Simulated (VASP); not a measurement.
A VASP 6.6.1 single-point calculation on SnO

INCAR

```
ISMEAR = 1
ISIF = 2
NSW = 0
SIGMA = 0.5
LWAVE = .FALSE.
GGA = PE
IBRION = -1
ENCUT = 520
LREAL = .FALSE.
NELM = 120
EDIFF = 1E-7
NBANDS = 17
PREC = Accurate
LCHARG = .FALSE.
LASPH = .TRUE.
```

KPOINTS

```
KPOINTS created by Atomic Simulation Environment
0
Gamma
8 8 8
0 0 0
```

POSCAR

```
Sn O
 1.0000000000000000
     0.0000000000000000    2.7082147176000002    2.6995484305000002
     2.7082147176000002    0.0000000000000000    2.6995484305000002
     2.7082147176000002    2.7082147176000002    0.0000000000000000
 Sn  O
   1   1
Cartesian
  0.0000000000000000  0.0000000000000000  0.0000000000000000
  1.3541073587999999  1.3541073587999999  1.3497742152499999
```

The recommended PBE PAW datasets give the neutral cell 20 valence electrons.

Command

```
mpirun -np 1 vasp_std
```

Task: Predict the outcome of this run.

Result: It converged. Results: gap between bands v and c on the k mesh -0.20 eV (bands overlap: a metal); least direct gap on the k mesh 0.12 eV; pressure 2.3 GPa. Band v is the last that the valence electrons fill when counted band by band, and c is the next.

OSZICAR

```
N       E                     dE             d eps       ncg     rms          rms(c)
DAV:   1     0.151772890179E+03    0.15177E+03   -0.10311E+04  2056   0.165E+03
DAV:   2     0.310373590674E+01   -0.14867E+03   -0.14123E+03  2183   0.377E+02
DAV:   3    -0.122530760112E+02   -0.15357E+02   -0.15265E+02  2355   0.110E+02
DAV:   4    -0.126037138949E+02   -0.35064E+00   -0.35041E+00  2465   0.178E+01
DAV:   5    -0.126131847252E+02   -0.94708E-02   -0.94700E-02  2654   0.285E+00    0.870E+00
DAV:   6    -0.107469085963E+02    0.18663E+01   -0.13905E+01  2989   0.424E+01    0.530E+00
DAV:   7    -0.104674975119E+02    0.27941E+00   -0.24938E+00  2444   0.871E+00    0.139E+00
DAV:   8    -0.104410433130E+02    0.26454E-01   -0.14417E-01  2117   0.300E+00    0.364E-01
DAV:   9    -0.104409661663E+02    0.77147E-04   -0.86587E-03  2743   0.796E-01    0.127E-01
DAV:  10    -0.104414101411E+02   -0.44397E-03   -0.28210E-03  2516   0.446E-01    0.947E-02
DAV:  11    -0.104412060763E+02    0.20406E-03   -0.13722E-03  3048   0.256E-01    0.172E-02
DAV:  12    -0.104412057464E+02    0.32986E-06   -0.86364E-05  2255   0.634E-02    0.615E-03
DAV:  13    -0.104412060369E+02   -0.29050E-06   -0.61891E-06  2183   0.191E-02    0.119E-03
DAV:  14    -0.104412060738E+02   -0.36855E-07   -0.42604E-07  2574   0.543E-03
   1 F= -.10441206E+02 E0= -.10442179E+02  d E =0.291884E-02
```

For comparison, a separate PBE run of the intended cell, on usual settings and not on those above, gives a gap of -0.20 eV on its mesh and a pressure of 2.6 GPa.
